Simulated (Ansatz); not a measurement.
# KCl (F-43m) at 2 levels of theory

One geometry, relaxed with PBE; plane waves with PAW potentials in Ansatz, scalar-relativistic. No spin polarisation. Gaps are the least over mesh and band path; pressure is positive in compression.

```cif
data_structure
_symmetry_space_group_name_H-M 'P 1'
_symmetry_Int_Tables_number 1
_cell_length_a 4.9991
_cell_length_b 4.9991
_cell_length_c 4.9991
_cell_angle_alpha 60.000
_cell_angle_beta 60.000
_cell_angle_gamma 60.000
_cell_volume 88.34
loop_
_atom_site_label
_atom_site_type_symbol
_atom_site_fract_x
_atom_site_fract_y
_atom_site_fract_z
_atom_site_occupancy
K1 K 0.25000 0.25000 0.25000 1
Cl1 Cl 0.50000 0.50000 0.50000 1
```

```tsv
level	cutoff (eV)	k mesh	gap (eV)	pressure (GPa)
PBE	420	6×6×6	4.73	0.0
```

Question: What comes out on the same cell with r2SCAN?

Answer:
```json
{"level": "r2SCAN", "cutoff (eV)": "500", "k mesh": "6×6×6", "gap (eV)": "5.31", "pressure (GPa)": "-0.3"}
```

It was reached by relaxing an invented guess, and it needn't be the stable form of this composition.
